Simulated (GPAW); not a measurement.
# Pd (P6_3/mmc) in GPAW: reference runs

How does Pd come out in PBE? The cell is run as given and disturbed.

All numbers are computed with GPAW 26.7.0; they aren't measurements. Logs are shortened: lines on timing, memory, paths and dates and some standing lists are left out, and cuts for length are marked. The log counts tension as positive stress, the text compression.

### Step 1. Starting point

It takes space group P6_3/mmc (No. 194, hexagonal). The conventional cell has a = 2.784 Å, b = 2.784 Å, c = 4.629 Å, α = 90.00°, β = 90.00°, γ = 120.00°. Pd (site symmetry -6m2) has 12 Pd at 2.78 to 2.82 Å as nearest neighbours.

This isn't the form of Pd at room conditions, which is fcc.

### Step 2. Single point, PBE

Input file run.py:

```python
from ase import Atoms
from ase.dft.bandgap import bandgap
from ase.io import write
from ase.units import Bohr, GPa
from gpaw import GPAW, PW
from gpaw.elf import elf_from_dft_calculation

atoms = Atoms(['Pd', 'Pd'],
              cell=[[2.7836650458, 0.0, 0.0],
                    [-1.3918325229, 2.4107246453, 0.0],
                    [0.0, 0.0, 4.628893]],
              scaled_positions=[[0.3333333333, 0.6666666667, 0.25],
                                [0.6666666667, 0.3333333333, 0.75]],
              pbc=True)

calc = GPAW(mode=PW(600),
            xc='PBE',
            kpts={'size': (11, 11, 6), 'gamma': True},
            occupations={'name': 'fermi-dirac', 'width': 0.05},
            nbands=29,
            convergence={'density': 1e-05, 'energy': 1e-05},
            maxiter=150,
            txt='gpaw.txt')
atoms.calc = calc
energy = atoms.get_potential_energy()
forces = atoms.get_forces()
stress = atoms.get_stress()
calc.write('gs.gpw')
write('result.traj', atoms)
print(f'Energy: {energy:.6f} eV')
print('Forces (eV/A):')
print(forces.round(4))
print('Stress (GPa):', (stress / GPa).round(3))
print('Fermi level:', round(calc.get_fermi_level(), 4), 'eV')
print(f'Gap: {bandgap(calc)[0]:.4f} eV, direct: {bandgap(calc, direct=True)[0]:.4f} eV')

# fields on the real-space grid
write('density.cube', atoms, data=calc.get_pseudo_density() * Bohr**3)
write('potential.cube', atoms, data=calc.get_electrostatic_potential())
write('elf.cube', atoms, data=elf_from_dft_calculation(calc).data)
```

Potentials or basis: GPAW PAW data sets (gpaw-data 1.2.1), pw.

On the command line:

```console
$ OMP_NUM_THREADS=1 python run.py
```

gpaw.txt:

```text
__  _  _
 | _ |_)|_||  |
 |__||  | ||/\| - 26.7.0

Input parameters:
  mode=PW(ecut=600.0),
  convergence={'density': 1e-05, 'energy': 1e-05},
  kpts=MonkhorstPack(size=(11, 11, 6), gamma=True),
  maxiter=150,
  nbands=29,
  occupations=Occupations(name='fermi-dirac', width=0.05),
  xc=XC(name='PBE')

Diagonalizing LCAO Hamiltonian
Converting LCAO to pw mode

          Pd

        Pd

Atoms  # Å, Bohr magnetons
|   | symbol |         x |        y |        z |    initial magnetic moments |
|---|--------|-----------|----------|----------|-----------------------------|
| 0 |     Pd | -0.000000 | 1.607150 | 1.157223 | ( 0.0000,  0.0000,  0.0000) |
| 1 |     Pd |  1.391833 | 0.803575 | 3.471670 | ( 0.0000,  0.0000,  0.0000) |

Unit cell  # Å
| periodic |         x |        y |        z |  lengths |     angles |
|----------|-----------|----------|----------|----------|------------|
|      yes |  2.783665 | 0.000000 | 0.000000 | 2.783665 |  90.000000 |
|      yes | -1.391833 | 2.410725 | 0.000000 | 2.783665 |  90.000000 |
|      yes |  0.000000 | 0.000000 | 4.628893 | 4.628893 | 120.000000 |

Number of symmetries: 12
Symmetry operations  # r_c * U_cc + t_c -> r_c
|    | kind |            matrix            |
|----|------|------------------------------|
|  0 |  σ   |  1, 1, 0,  0,-1, 0,  0, 0, 1 |
|  1 |  S6  |  1, 1, 0, -1, 0, 0,  0, 0,-1 |
|  2 |  E   |  1, 0, 0,  0, 1, 0,  0, 0, 1 |
|  3 |  C2  |  1, 0, 0, -1,-1, 0,  0, 0,-1 |
|  4 |  C2  |  0, 1, 0,  1, 0, 0,  0, 0,-1 |
|  5 |  C3  |  0, 1, 0, -1,-1, 0,  0, 0, 1 |
|  6 |  S6  |  0,-1, 0,  1, 1, 0,  0, 0,-1 |
|  7 |  σ   |  0,-1, 0, -1, 0, 0,  0, 0, 1 |
|  8 |  σ   | -1, 0, 0,  1, 1, 0,  0, 0, 1 |
|  9 |  i   | -1, 0, 0,  0,-1, 0,  0, 0,-1 |
| 10 |  C3  | -1,-1, 0,  1, 0, 0,  0, 0, 1 |
| 11 |  C2  | -1,-1, 0,  0, 1, 0,  0, 0,-1 |

BZ-sampling:
  Number of BZ points: 726
  Number of IBZ points: 84

  Monkhorst-Pack size: [11, 11, 6]
  Monkhorst-Pack shift: [0.0, 0.0, 0.08333333333333333]

K-points  # in reciprocal-cell coordinates
|     |                                coordinates |     weight |
|-----|--------------------------------------------|------------|
|   0 | (  0.00000000,   0.00000000,   0.00000000) | 0.00137741 |
|   1 | (  0.00000000,   0.00000000,   0.16666667) | 0.00275482 |
|   2 | (  0.00000000,   0.00000000,   0.33333333) | 0.00275482 |
|   3 | (  0.00000000,   0.00000000,   0.50000000) | 0.00137741 |
|   4 | (  0.09090909,   0.00000000,  -0.33333333) | 0.00826446 |
|   5 | (  0.09090909,   0.00000000,  -0.16666667) | 0.00826446 |
|   6 | (  0.09090909,   0.00000000,   0.00000000) | 0.00826446 |
|   7 | (  0.09090909,   0.00000000,   0.16666667) | 0.00826446 |
|   8 | (  0.09090909,   0.00000000,   0.33333333) | 0.00826446 |
|   9 | (  0.09090909,   0.00000000,   0.50000000) | 0.00826446 |
| ... |                                            |            |
|  83 | (  0.45454545,   0.45454545,   0.50000000) | 0.00826446 |

Plane wave coefficients: 1061
Cutoff: 600.0 eV

Spin-components: 1 (collinear spins)
Bands:           29
Projectors:      12
Spin-degeneracy: 2
Datatype:        complex128

Parallelization:
  kpt:    1
  domain: 1
  band:   1

Density:
  Valence electrons: 32.0
  Components: 1
  Grid points: [16 16 27]
  Charge: 0.0  # |e|

Potential:
  Grid points: [16 16 27]

species:
  Pd:
    name:    Palladium
    Z:       46.0
    valence: 16
    core:    30
    charge:  0.0  # [|e|]
    compensation charges:
      type: gauss
      rc: 0.38  # [Å]
      lmax: 2
    cutoffs:
      filter: 2.38  # [Å]
      core: 2.28  # [Å]
    projectors
    | kind |    occ | energy [eV] | rcut [Å] |
    |------|--------|-------------|----------|
    |   5s |  0.000 |      -3.315 |    1.228 |
    |   4p |  6.000 |     -51.209 |    1.360 |
    |   5p |  0.000 |      -0.314 |    1.360 |
    |   4d | 10.000 |      -4.047 |    1.228 |
    |    s |        |      23.896 |    1.228 |
    |    d |        |      23.165 |    1.228 |

    Using partial waves for Pd as LCAO basis

Reference energy: -274454.981436  # eV

eigensolver:
  PPCG
  Converge bands: occupied
  niter=2

density mixing:
  MSR1-Mixer
  Pratt-step length: 0.05
  Maximum mixing coefficient: 0.75
  Old densities: 10
  SVD Regularization: 0.005
  Good broyden scale: 1.0
  Trust region scale: 1.0
  Backstep threshold: 4.0
  History deletion threshold: 6.0
  Fourier metric: weight=20.0, sigma=0.015

occupation numbers:
  Fermi-Dirac:
    width: 0.0500  # eV

poisson solver:
  ecut: 4800.0  # eV

xc functional:
  name: PBE with 2 nearest neighbor stencil

convergence criteria:
- Maximum integral of absolute [dens]ity change: 1e-05 electrons / valence electron
- Maximum [total energy] change in last 3 cyles: 1e-05 eV / valence electron
- Maximum integral of absolute [eigenst]ate change: 4e-08 eV^2 / valence electron
maximum number of iterations: 150

SCF iterations
|iter     | |      energy | eigst |  dens |
|---------|-|-------------|-------|-------|
|iter:   1| |   -9.638449 | +0.01 |       |
|iter:   2| |   -9.142157 | -2.38 | -0.97 |
|iter:   3| |   -7.697625 | -1.24 | -1.03 |
|iter:   4| |   -7.682622 | -3.11 | -1.97 |
|iter:   5| |   -7.677406 | -3.35 | -2.15 |
|iter:   6| |   -7.677410 | -5.79 | -3.50 |
|iter:   7| |   -7.677413c| -6.79 | -4.07 |
|iter:   8| |   -7.677413c| -7.53c| -4.76 |
|iter:   9| |   -7.677413c| -8.55c| -5.44c|

Converged in 9 steps
Energy contributions relative to reference atoms: (reference = -274454.981436)

Energy contributions:
  Kinetic:          -8.479000
  Coulomb:          -1.252959
  Zero:             -0.321139
  External:          0.000000
  Xc:                2.399690
  Entropy:          -0.048010
  Spinorbit:         0.000000
  ----------------------------
  Free energy:      -7.701418
  Extrapolated:     -7.677413

dipole moment: (-0.000000, -0.000001, -0.000001)  # |e|*Ang

Fermi level: 8.678
Eigenvalues  # (at kpt = [0.000, 0.000, 0.000])
| band index |      eig [eV] | occ [0-2] |
|------------|---------------|-----------|
|          0 |       -41.155 |     2.000 |
|        ... |               |           |
|          9 |         6.142 |     2.000 |
|         10 |         6.142 |     2.000 |
|         11 |         6.468 |     2.000 |
|         12 |         6.468 |     2.000 |
|         13 |         7.114 |     2.000 |
|         14 |         7.114 |     2.000 |
|         15 |         8.444 |     1.982 |
|         16 |         8.444 |     1.982 |
|         17 |         9.625 |     0.000 |
|         18 |        15.331 |     0.000 |
|         19 |        25.915 |     0.000 |
|         20 |        27.611 |     0.000 |
|         21 |        28.358 |     0.000 |
|         22 |        31.225 |     0.000 |
|         23 |        31.225 |     0.000 |
|         24 |        33.051 |     0.000 |
|        ... |               |           |
|         28 |        34.373 |     0.000 |

No gap
No difference between direct/indirect transitions

Forces  # eV/Ang
|        x |        y |        z |
|----------|----------|----------|
| -0.00000 |  0.00000 | -0.00009 |  # Pd   0
|  0.00000 | -0.00000 |  0.00009 |  # Pd   1

Stress tensor  # eV/Ang^3
|        x |        y |        z |
|----------|----------|----------|
| 0.009539 | 0.000000 | 0.000000 |
| 0.000000 | 0.009539 | 0.000000 |
| 0.000000 | 0.000000 | 0.007226 |

# Writing to gs.gpw (mode='')
```

Run time: 33 s. Hardware: 1 thread of Arm Neoverse V2, shared host; peak memory 0.18 GiB.

Results:

| Item | Value |
| --- | --- |
| Free energy | -7.7014 eV |
| Pressure | -1.4 GPa |
| Band gap on the k mesh | none (metal or under the smearing width) |

Stress tensor (GPa, compression positive):
```
-1.53  0.00  0.00
 0.00 -1.53  0.00
 0.00  0.00 -1.16
```

### Step 3. Single point, PBE (atoms moved at random, drawn with an rms of 0.05 Å)

run.py: that of step 2 with these lines changed.

```diff
@@ -3,5 +3,4 @@
 from ase.io import write
-from ase.units import Bohr, GPa
+from ase.units import GPa
 from gpaw import GPAW, PW
-from gpaw.elf import elf_from_dft_calculation
 
@@ -11,4 +10,4 @@
                     [0.0, 0.0, 4.628893]],
-              scaled_positions=[[0.3333333333, 0.6666666667, 0.25],
-                                [0.6666666667, 0.3333333333, 0.75]],
+              scaled_positions=[[0.328501, 0.691682, 0.240991],
+                                [0.66929, 0.343987, 0.758727]],
               pbc=True)
@@ -35,6 +34 @@
 print(f'Gap: {bandgap(calc)[0]:.4f} eV, direct: {bandgap(calc, direct=True)[0]:.4f} eV')
-
-# fields on the real-space grid
-write('density.cube', atoms, data=calc.get_pseudo_density() * Bohr**3)
-write('potential.cube', atoms, data=calc.get_electrostatic_potential())
-write('elf.cube', atoms, data=elf_from_dft_calculation(calc).data)
```

Potentials or basis: GPAW PAW data sets (gpaw-data 1.2.1), pw.

On the command line:

```console
$ OMP_NUM_THREADS=1 python run.py
```

Run time: 2.6 min. Hardware: 1 thread of Arm Neoverse V2, shared host; peak memory 0.37 GiB.

The run converged. Its results:

```
Free energy            : -7.6728 eV
Pressure               : -0.7 GPa
Largest force          : 0.671 eV/Å
Band gap on the k mesh : none (metal or under the smearing width)
```

Forces in eV/Å, atoms in the order of the input:
```
Pd   0.031 -0.032  0.669
Pd  -0.031  0.032 -0.669
```

Stress tensor (GPa, compression positive):
```
-1.31  0.43  0.16
 0.43 -0.56 -0.15
 0.16 -0.15 -0.20
```

Levels at points of the mesh, in eV from the Fermi level:
```tsv
k point	band 12	band 13	band 14	band 15	band 16	band 17	band 18	band 19	band 20	band 21
(0.00, 0.00, 0.00)	-2.25	-2.22	-1.64	-1.47	-0.32	-0.15	0.96	6.61	17.22	19.00
(0.00, 0.00, 0.50)	-2.60	-2.57	-2.52	-0.81	-0.73	-0.58	-0.55	13.18	14.45	17.71
```
